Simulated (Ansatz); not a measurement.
# What SiGeO4 (built on the sites of a database entry of SiO2) distorts into, part 2 of 3

Wanted: the energy along a soft mode of SiGeO4 (built on the sites of a database entry of SiO2) and the structure at the end.

Ansatz 0.2.0; DFT PBEsol, scalar-relativistic, plane waves, PseudoDojo norm-conserving pseudopotentials.

So far, highest frequency on the path or at a solved wavevector (cm⁻¹): step 2 (response at finite wavevector) 1211. Also lowest frequency on the path (cm⁻¹): step 2 -124.

The structure was built from a prototype and need not be the compound's stable phase.

## 6. Relaxing from the distorted cell

Starting from the lowest point found, all atoms and the cell are let go, so that strain and other modes of the same symmetry can join in.

input.yaml reads:

```yaml
crystal:
  lattice:
    - [0.0, 3.8379174859, 3.8379174859]
    - [3.8379174859, 0.0, 3.8379174859]
    - [3.8379174859, 3.8379174859, 0.0]
  atoms:
    - { symbol: Si, position: [0.0, 0.0, 0.0] }
    - { symbol: Ge, position: [0.25, 0.25, 0.25] }
    - { symbol: O, position: [0.1209006003, 0.1549397513, 0.0868614492] }
    - { symbol: O, position: [0.6372981992, 0.1549397513, 0.0868614492] }
    - { symbol: O, position: [0.1549397513, 0.0528222982, 0.6372981992] }
    - { symbol: O, position: [0.0868614492, 0.6372981992, 0.1889789023] }
kpoints:
  mp_grid: { grid: [4, 4, 4] }
hamiltonian:
  xc: pbesol
  pseudopotentials: { kind: nc, accuracy: standard }
scf:
  occupations: { method: fixed }
output:
  forces: true
  stress: true
  eigenvalues: true
  write_density: true
  write_potential: true
  elf: true
  volumetric_format: npy
relax:
  adjacent_minimum: "off"
  f_tol: 0.002
  max_steps: 120
  cell: { stress_tol: 0.03 }
```

Command:

```console
$ ansatz run input.yaml --threads 8 --pin off --max-ram 14336MiB --backend cpu --events-out ev --progress --plain --runs-dir out
```

Numbers of over 12 decimals in the logs are rounded to 6 here.

The program printed:

```text
[...]
Crystal: 6 atoms, lattice volume = 113.062 Å³
Basis set: ecut = 1142.878222 eV, 9841 PW (Γ), exchange–correlation on 120×120×120 points (8 copies of the dense FFT grid, shifted against one another)
Bands: 27, of which v1, the nominal top of the filled ones, is band 21 counted from 1 (20 counted from 0)
Symmetry: 2 space group operations
[...]
k-points: 24 of 64 (time reversal used)
[...]
SCF iter   1: F=—  HF=-4343.418535 eV  |F-HF|=—  |Δ(HF+E_count)|=         —  Δρ=8.99e-2  dr2=7.58e0  ethr=3.10e-3  ⟨swp⟩=5.0  Hψ=2871  notcnv=0  defer=83
[...]
SCF iter   9: F=-4340.990957 eV  HF=-4340.990957 eV  |F-HF|=8.09e-10  |Δ(HF+E_count)|=   4.43e-8  Δρ=2.35e-6  dr2=2.56e-9  ethr=2.38e-10  ⟨swp⟩=19.8  Hψ=6218  notcnv=0
SCF 1 converged in 9 iterations: F = -4340.990957 eV  dr2 = 2.56e-9
relax step   1: F+E_penalty+E_count = -4340.99095713 eV  Δ(F+E_penalty+E_count) = +0.000e0 eV  max|allowed force component| = 4.581e-1 eV/Å  Δτ_max = 0.0000 Å  P = -3.674 GPa  Ω = 113.062 Å³  (9 SCF iters, dr2 threshold 1.00e-7 eV, accepted)
Crystal: 6 atoms, lattice volume = 110.915 Å³
Basis set: ecut = 1142.878222 eV, 9713 PW (Γ), exchange–correlation on 120×120×120 points (8 copies of the dense FFT grid, shifted against one another)
[...]
iter 1 solved again at ethr=2.50e-5 eV; its pass at ethr=3.10e-3 eV (dr2=1.05e-2 eV) is discarded
[...]
SCF iter   6: F=-4341.040409 eV  HF=-4341.040409 eV  |F-HF|=4.86e-8  |Δ(HF+E_count)|=   2.25e-7  Δρ=1.97e-5  dr2=1.02e-7  ethr=1.43e-9  ⟨swp⟩=19.1  Hψ=6590  notcnv=0
SCF 2 converged in 6 iterations: F = -4341.040409 eV  dr2 = 1.02e-7
relax step   2: F+E_penalty+E_count = -4341.04040863 eV  Δ(F+E_penalty+E_count) = -4.945e-2 eV  max|allowed force component| = 2.770e-1 eV/Å  Δτ_max = 0.0199 Å  P = -1.840 GPa  Ω = 110.915 Å³  energy of the carried Pulay correction = +3.738e-4 eV  (6 SCF iters, dr2 threshold 6.00e-7 eV, accepted)
Crystal: 6 atoms, lattice volume = 107.375 Å³
Basis set: ecut = 1142.878222 eV, 9441 PW (Γ), exchange–correlation on 120×120×120 points (8 copies of the dense FFT grid, shifted against one another)
[...]
SCF iter   7: F=-4341.085127 eV  HF=-4341.085127 eV  |F-HF|=7.32e-9  |Δ(HF+E_count)|=   6.37e-9  Δρ=1.10e-5  dr2=4.10e-8  ethr=1.43e-9  ⟨swp⟩=19.8  Hψ=6572  notcnv=0
SCF 3 converged in 7 iterations: F = -4341.085127 eV  dr2 = 4.10e-8
relax step   3: F+E_penalty+E_count = -4341.08512744 eV  Δ(F+E_penalty+E_count) = -4.472e-2 eV  max|allowed force component| = 2.402e-1 eV/Å  Δτ_max = 0.0582 Å  P = +0.816 GPa  Ω = 107.375 Å³  energy of the carried Pulay correction = +1.006e-3 eV  (7 SCF iters, dr2 threshold 6.00e-7 eV, accepted)
[... from here on, the SCF cycles and remarks between the steps are left out ...]
relax step   4: F+E_penalty+E_count = -4341.12237845 eV  Δ(F+E_penalty+E_count) = -3.725e-2 eV  max|allowed force component| = 2.772e-1 eV/Å  Δτ_max = 0.0665 Å  P = +1.195 GPa  Ω = 105.334 Å³  energy of the carried Pulay correction = +1.380e-3 eV  (6 SCF iters, dr2 threshold 6.00e-7 eV, accepted)
relax step   5: F+E_penalty+E_count = -4341.21260931 eV  Δ(F+E_penalty+E_count) = -9.023e-2 eV  max|allowed force component| = 1.342e-1 eV/Å  Δτ_max = 0.1953 Å  P = -0.967 GPa  Ω = 100.690 Å³  energy of the carried Pulay correction = +2.257e-3 eV  (7 SCF iters, dr2 threshold 6.00e-7 eV, accepted)
relax step   6: F+E_penalty+E_count = -4341.20071043 eV  Δ(F+E_penalty+E_count) = +1.190e-2 eV  max|allowed force component| = 5.659e-1 eV/Å  Δτ_max = 0.1924 Å  P = -0.584 GPa  Ω = 93.038 Å³  energy of the carried Pulay correction = +3.789e-3 eV  (7 SCF iters, dr2 threshold 6.00e-7 eV, rejected (line search))
relax step   7: F+E_penalty+E_count = -4341.22885418 eV  Δ(F+E_penalty+E_count) = -1.624e-2 eV  max|allowed force component| = 1.180e-1 eV/Å  Δτ_max = 0.0712 Å  P = +0.479 GPa  Ω = 96.868 Å³  energy of the carried Pulay correction = +3.008e-3 eV  (11 SCF iters, accepted)
relax step   8: F+E_penalty+E_count = -4341.23027091 eV  Δ(F+E_penalty+E_count) = -1.417e-3 eV  max|allowed force component| = 1.223e-2 eV/Å  Δτ_max = 0.0126 Å  P = +0.002 GPa  Ω = 96.756 Å³  energy of the carried Pulay correction = +3.031e-3 eV  (6 SCF iters, dr2 threshold 6.00e-7 eV, accepted)
relax step   9: F+E_penalty+E_count = -4341.23029971 eV  Δ(F+E_penalty+E_count) = -2.880e-5 eV  max|allowed force component| = 1.821e-3 eV/Å  Δτ_max = 0.0019 Å  P = -0.003 GPa  Ω = 96.718 Å³  energy of the carried Pulay correction = +3.038e-3 eV  (5 SCF iters, dr2 threshold 9.35e-9 eV, accepted)
relax step  10: F+E_penalty+E_count = -4341.22931606 eV  Δ(F+E_penalty+E_count) = +9.836e-4 eV  max|allowed force component| = 1.814e-3 eV/Å  Δτ_max = 0.0000 Å  P = -0.028 GPa  Ω = 96.718 Å³  stress off target by 3.45e-2 GPa  SCF on the basis re-selected at this cell (its energy is not comparable with the rows above)  (6 SCF iters)
relax step  11: F+E_penalty+E_count = -4341.22934150 eV  Δ(F+E_penalty+E_count) = -2.543e-5 eV  max|allowed force component| = 5.064e-4 eV/Å  Δτ_max = 0.0017 Å  P = -0.000 GPa  Ω = 96.635 Å³  energy of the carried Pulay correction = +1.661e-5 eV  (6 SCF iters, dr2 threshold 2.97e-9 eV, accepted)
[...]
SCF iter   1: F=—  HF=-4341.229125 eV  |F-HF|=—  |Δ(HF+E_count)|=         —  Δρ=2.17e-6  dr2=8.61e-10  ethr=1.34e-7  ⟨swp⟩=3.8  Hψ=4912  notcnv=0  defer=96
eigensolver tolerance schedule: the retry pair's looser diagonalisation over-reported the residual by 65185.75 of it (diagonalisation noise at an unbounded share of the residual, at the tolerance the schedule requests for it); recorded, not acted on — ethr = c·dr2/N_el stays at c = 1.0e-1
[...]
SCF iter   2: F=—  HF=-4341.229326 eV  |F-HF|=—  |Δ(HF+E_count)|=   2.01e-4  Δρ=1.55e-6  dr2=9.44e-10  ethr=2.05e-12  ⟨swp⟩=3.8  Hψ=1755  notcnv=0  defer=95
[...]
SCF iter   4: F=-4341.229326 eV  HF=-4341.229326 eV  |F-HF|=1.82e-12  |Δ(HF+E_count)|=  1.91e-10  Δρ=1.52e-7  dr2=8.37e-12  ethr=1.00e-12  ⟨swp⟩=14.2  Hψ=5118  notcnv=0
SCF 12 converged in 4 iterations: F = -4341.229326 eV  dr2 = 8.37e-12
relax step  12: F+E_penalty+E_count = -4341.22932550 eV  Δ(F+E_penalty+E_count) = +1.599e-5 eV  max|allowed force component| = 5.099e-4 eV/Å  Δτ_max = 0.0000 Å  P = -0.001 GPa  Ω = 96.635 Å³  stress off target by 2.49e-3 GPa  SCF on the basis re-selected at this cell (its energy is not comparable with the rows above)  (4 SCF iters)
[...]
SCF converged after 4 iterations
Free energy (F): -4341.229326 eV
[...]
Internal energy: -4341.229326 eV  (E = F + TS)
E sigma→0 (E₀):  -4341.229326 eV
Fermi energy:    1.452652 eV
[...]
--- Forces (eV/Å), atoms counted from 1 ---
  atom   1  Si     0.00051017    -0.00030981     0.00030981
  atom   2  Ge    -0.00047464    -0.00011919     0.00011919
  atom   3  O     -0.00010122    -0.00003301    -0.00007790
  atom   4  O     -0.00010122     0.00007790     0.00003301
  atom   5  O     -0.00022675     0.00039754    -0.00039754
  atom   6  O      0.00039514    -0.00001296     0.00001296
  max |Σ_I F_I| component: 1.47e-6 eV/Å
--- Stress (GPa, compression-positive) ---
        0.000251      -0.000426       0.000426
       -0.000426      -0.001071       0.001291
        0.000426       0.001291      -0.001071
  P = ⅓ Tr σ = -0.0006 GPa (-0.006 kbar)
--- Band table (eV; the first three rows and the last of 24) ---
  k-point 0: bands = [... 17 lower, 0.0425, 0.2143, 0.9822, 1.4290, 5.8071, 9.7111, 10.4959, 10.6577, ... 2 higher]
  k-point 1: bands = [... 17 lower, 0.0321, 0.2870, 0.8658, 1.4183, 6.5808, 9.5372, 10.3043, 10.7358, ... 2 higher]
  k-point 2: bands = [... 17 lower, -0.0061, 0.5799, 0.6469, 1.4527, 7.3330, 9.7886, 9.8816, 10.1689, ... 2 higher]
  k-point 23: bands = [... 17 lower, 0.0526, 0.3604, 0.8932, 0.9531, 8.1093, 9.8403, 10.2663, 10.5820, ... 2 higher]
--- Relaxed structure (10 steps of the walk, 9 accepted, 2 SCFs on fresh bases) ---
  F+E_penalty+E_count = -4341.22932550 eV   max|allowed force component| = 5.099e-4 eV/Å   (the final SCF, on the basis selected at the relaxed cell)
  cell:  # Å, volume = 96.6346 Å³
    - [0.0, 3.826544, 3.826544]
    - [3.572240, 0.148237, 3.678307]
    - [3.575354, 3.681422, 0.145123]
  atoms:
    - { symbol: Si, position: [-0.00187161, -6.19660190692451e-5, 0.00380519] }
    - { symbol: Ge, position: [0.251044, 0.245783, 0.252128] }
    - { symbol: O, position: [0.122408, 0.204181, 0.035250] }
    - { symbol: O, position: [0.638162, 0.204181, 0.035250] }
    - { symbol: O, position: [0.197469, -0.040249, 0.645310] }
    - { symbol: O, position: [0.042789, 0.636165, 0.278257] }
```

Wall time 21 s (8 threads of AMD EPYC 9R45, shared host); peak memory 1.2 GiB.

Step by step:

```
step  energy less that of the first step (eV)  largest force component (eV/Å)  pressure (GPa)  volume (Å³)
   1                                   0.0000                          0.4581           -3.67       113.06
   2                                  -0.0495                          0.2770           -1.84       110.91
   3                                  -0.0942                          0.2402            0.82       107.37
   4                                  -0.1314                          0.2772            1.20       105.33
   5                                  -0.2217                          0.1342           -0.97       100.69
   6                                  -0.2098                          0.5659           -0.58        93.04
   7                                  -0.2379                          0.1180            0.48        96.87
   8                                  -0.2393                          0.0122            0.00        96.76
   9                                  -0.2393                          0.0018            0.00        96.72
 10*                                  -0.2384                          0.0018           -0.03        96.72
  11                                  -0.2384                          0.0005            0.00        96.63
 12*                                  -0.2384                          0.0005            0.00        96.63
```

Relaxation steps marked * repeat the geometry before them on a plane-wave basis chosen anew for their cell, so energy and pressure can jump there. Relaxation step 6 was tried and not accepted.

The run keeps the 2 symmetry operations that it works with, so distortions that break them were not tested.

```
     cell as run  before  after   change
           a (Å)   5.428  5.412   -0.3 %
           b (Å)   5.428  5.130   -5.5 %
           c (Å)   5.428  5.134   -5.4 %
           α (°)   60.00  58.27   -2.9 %
           β (°)   60.00  58.19   -3.0 %
           γ (°)   60.00  58.16   -3.1 %
volume (Å³/atom)   18.84  16.11  -14.5 %
```

The atoms that moved most (Å, as changes of fractional coordinates times the final cell):

```
atom      dx      dy      dz  length
  O5  -0.304   0.178  -0.178   0.395
  O6   0.315   0.160  -0.160   0.388
  O4  -0.009  -0.179   0.177   0.252
  O3  -0.009  -0.177   0.179   0.252
 Ge2  -0.007   0.011  -0.011   0.018
 Si1   0.013   0.007  -0.007   0.017
```

The relaxed structure:

```xyz
6
Lattice="0.0000 3.8265 3.8265 3.5722 0.1482 3.6783 3.5754 3.6814 0.1451" Properties=species:S:1:pos:R:3 pbc="T T T"
Si    0.0134    0.0068   -0.0068
Ge    1.7794    1.9253    1.9013
O     0.8554    0.6284    1.2246
O     0.8554    2.6020    3.1981
O     2.1634    3.1253    0.7012
O     3.2674    1.2824    2.5441
```

This step gave:

- pressure: -6.31e-4 GPa
- gap on the k-mesh: 4.354 eV
- volume per atom: 16.11 Å³

Electrostatic potential energy in the bc plane of the conventional cell at fractional x = 0.120, with atoms of O within 0.2 Å of it. With pseudopotentials it is smooth inside the atoms' cores, unlike the true potential.

Ten even steps from '_' (-48 eV) to '@' (10 eV), each cell a mean:
```
**##%%@@@@@@@@@@@@@@@@@@@@@@@@@@@@@@%%%%##
##++**%%@@@@@@@@@@@@@@@@@@@@@@@@@@@@@@%%%%
++____**%%%%%%@@@@@@@@@@@@@@@@@@@@@@@@@@%%
==____++######%%@@@@@@@@@@@@@@@@@@@@@@@@@@
##--==####**##%%@@@@@@@@@@@@@@@@@@@@@@@@@@
@@%%%%%%##**##%%@@@@@@@@@@@@@@@@@@@@@@@@@@
@@@@@@%%%%######%%@@@@@@@@@@@@@@@@@@@@@@@@
@@@@@@@@%%##==::++%%%%%%@@@@@@@@@@@@@@@@@@
@@@@@@@@@@**____::######%%@@@@@@@@@@@@@@@@
@@@@@@@@@@##::..==##****##%%@@@@@@@@@@@@@@
@@@@@@@@@@@@%%######****##%%@@@@@@@@@@@@@@
@@@@@@@@@@@@@@@@%%########%%@@@@@@@@@@@@@@
@@@@@@@@@@@@@@@@@@%%##==::++%%@@@@@@@@@@@@
@@@@@@@@@@@@@@@@@@@@##..__::##%%%%%%@@@@@@
@@@@@@@@@@@@@@@@@@@@%%::__==########%%@@@@
@@@@@@@@@@@@@@@@@@@@@@##**####****##%%@@@@
@@@@@@@@@@@@@@@@@@@@@@@@@@%%%%######%%@@@@
@@@@@@@@@@@@@@@@@@@@@@@@@@@@%%%%##++**%%@@
%%%%@@@@@@@@@@@@@@@@@@@@@@@@@@%%==____**%%
####%%@@@@@@@@@@@@@@@@@@@@@@@@%%--____++##
**##%%@@@@@@@@@@@@@@@@@@@@@@@@@@##==++##**
```
Columns run along b (7.4 Å; values clipped at the 3rd and 97th percentile), rows up along c (7.4 Å), edges of the conventional cell, whose origin can differ from the input's. Atoms in or near the plane, at fractional coordinates: O at (0.84, 0.08), O at (0.34, 0.58), O at (0.58, 0.34), O at (0.08, 0.84).

ELF in the bc plane of the conventional cell at fractional x = 0.120, with atoms of O within 0.2 Å of it. It is the smooth field of the valence electrons, not physical close to the nuclei.

Values, 11 rows by 16 columns, each cell a mean:
```
0.63 0.75 0.63 0.32 0.07 0.08 0.25 0.34 0.17 0.02 0.05 0.32 0.57 0.56 0.37 0.31
0.76 0.46 0.75 0.56 0.18 0.11 0.12 0.13 0.07 0.01 0.02 0.02 0.04 0.05 0.16 0.61
0.83 0.77 0.65 0.29 0.17 0.24 0.20 0.07 0.02 0.09 0.26 0.27 0.09 0.01 0.17 0.65
0.36 0.31 0.17 0.25 0.56 0.71 0.70 0.44 0.11 0.18 0.41 0.47 0.23 0.02 0.02 0.19
0.01 0.02 0.14 0.60 0.79 0.43 0.74 0.71 0.25 0.15 0.17 0.15 0.06 0.01 0.02 0.02
0.12 0.01 0.12 0.56 0.79 0.78 0.66 0.39 0.38 0.49 0.35 0.13 0.02 0.05 0.20 0.28
0.14 0.02 0.01 0.09 0.24 0.23 0.17 0.45 0.76 0.71 0.76 0.50 0.14 0.09 0.20 0.27
0.02 0.03 0.09 0.08 0.02 0.02 0.20 0.69 0.80 0.54 0.74 0.46 0.18 0.14 0.10 0.05
0.05 0.16 0.40 0.44 0.19 0.02 0.09 0.46 0.69 0.64 0.40 0.19 0.30 0.48 0.45 0.21
0.20 0.17 0.31 0.34 0.16 0.02 0.01 0.03 0.09 0.08 0.11 0.43 0.74 0.61 0.76 0.63
0.25 0.22 0.14 0.06 0.02 0.02 0.09 0.12 0.04 0.01 0.17 0.65 0.83 0.63 0.76 0.61
```
Columns run along b (7.4 Å), rows up along c (7.4 Å), edges of the conventional cell, whose origin can differ from the input's. Atoms in or near the plane, at fractional coordinates: O at (0.84, 0.08), O at (0.34, 0.58), O at (0.58, 0.34), O at (0.08, 0.84).

Valence density in the bc plane of the conventional cell at fractional x = 0.120, with atoms of O within 0.2 Å of it. It is the smooth field of the valence electrons, not physical close to the nuclei.

Ten steps, logarithmic in the rise over the least value, from '0' (0.0 e/Å³) to '9' (5.6 e/Å³), each cell a mean:
```
455321001100001245544
677632111110000122234
899753211100000000125
899853321100000000025
798654332100000000024
455444443210111100012
222235665421122100001
001236898532222100000
000147999642221100000
000137998643221000000
000024676444432100010
000012333346654211111
000000112368985321111
000000001379996432110
000000001369986433210
001110000247765443321
111211000123433455532
212221000001122468763
322211000000012589975
322110000000002599975
333210000000002478864
```
Columns run along b (7.4 Å), rows up along c (7.4 Å), edges of the conventional cell, whose origin can differ from the input's. Atoms in or near the plane, at fractional coordinates: O at (0.84, 0.08), O at (0.34, 0.58), O at (0.58, 0.34), O at (0.08, 0.84).

The distorted start has space group Cm; the relaxation ends in Cm.

## 7. The new phase in its own primitive cell

The relaxed structure is symmetrised, reduced to its primitive cell and relaxed tightly, as its phonons need.

input.yaml reads:

```yaml
crystal:
  lattice:
    - [4.3579346298, -2.7057753889, 0.0]
    - [4.3579346298, 2.7057753889, 0.0]
    - [-2.8594430321, 0.0, 4.0976072276]
  atoms:
    - { symbol: Si, position: [0.9981283861, 0.9981283861, 0.9961948062] }
    - { symbol: Ge, position: [0.2510441687, 0.2510441687, 0.7478717421] }
    - { symbol: O, position: [0.122407596, 0.6381616916, 0.9647504316] }
    - { symbol: O, position: [0.6381616916, 0.122407596, 0.9647504316] }
    - { symbol: O, position: [0.1974694821, 0.1974694821, 0.3546898867] }
    - { symbol: O, position: [0.0427886755, 0.0427886755, 0.7217427018] }
kpoints:
  mp_grid: { grid: [6, 6, 6] }
hamiltonian:
  xc: pbesol
  pseudopotentials: { kind: nc, accuracy: standard }
scf:
  occupations: { method: fixed }
output:
  forces: true
  stress: true
  eigenvalues: true
relax:
  adjacent_minimum: "off"
  f_tol: 0.001
  max_steps: 60
  cell: { stress_tol: 0.01 }
```

The program printed:

```text
[...]
Crystal: 6 atoms, lattice volume = 96.635 Å³
Basis set: ecut = 1142.878222 eV, 8445 PW (Γ), exchange–correlation on 120×120×120 points (8 copies of the dense FFT grid, shifted against one another)
Bands: 27, of which v1, the nominal top of the filled ones, is band 21 counted from 1 (20 counted from 0)
Symmetry: 2 space group operations
[...]
- [4.3579346298, -2.7057753889, 0.0]
    - [4.3579346298, 2.7057753889, 0.0]
    - [-2.8594430321, 0.0, 4.0976072276]
  atoms:
    - { symbol: Si, position: [0.998128, 0.998128, 0.996195] }
    - { symbol: Ge, position: [0.2510441687, 0.2510441687, 0.747872] }
    - { symbol: O, position: [0.122408, 0.638162, 0.964750] }
    - { symbol: O, position: [0.638162, 0.122408, 0.964750] }
    - { symbol: O, position: [0.197469, 0.197469, 0.354690] }
    - { symbol: O, position: [0.042789, 0.042789, 0.721743] }
[key lines of the parts left out:]
SCF converged after 6 iterations
Free energy (F): -4341.229395 eV
Fermi energy:    1.452598 eV
P = ⅓ Tr σ = -0.0003 GPa (-0.003 kbar)
```

Elapsed: 7.3 s, on 8 threads; peak memory 1.3 GiB.

Little changed from the start: no atom moved by 0.005 Å and no cell edge by 0.1 %.

Numbers from this step:

```
pressure           : -3.20e-4 GPa
gap on the k-mesh  : 4.355 eV
direct gap on mesh : 4.378 eV
```

The largest force component left is 0.54 meV/Å and the pressure is 0.000 GPa, within the tolerances set. The cell now holds 16.11 Å³/atom.

[end of part 2 of 3]

[Logs are printed without paths, hosts, clocks, repeated set-up lines and the standing remarks that a program may print on its own settings, such as how far it seeks lower states.]

[Hosts, paths, dates, database ids (printed as entryN), source tags and the programs' standing remarks are cut or masked in the printed files.]
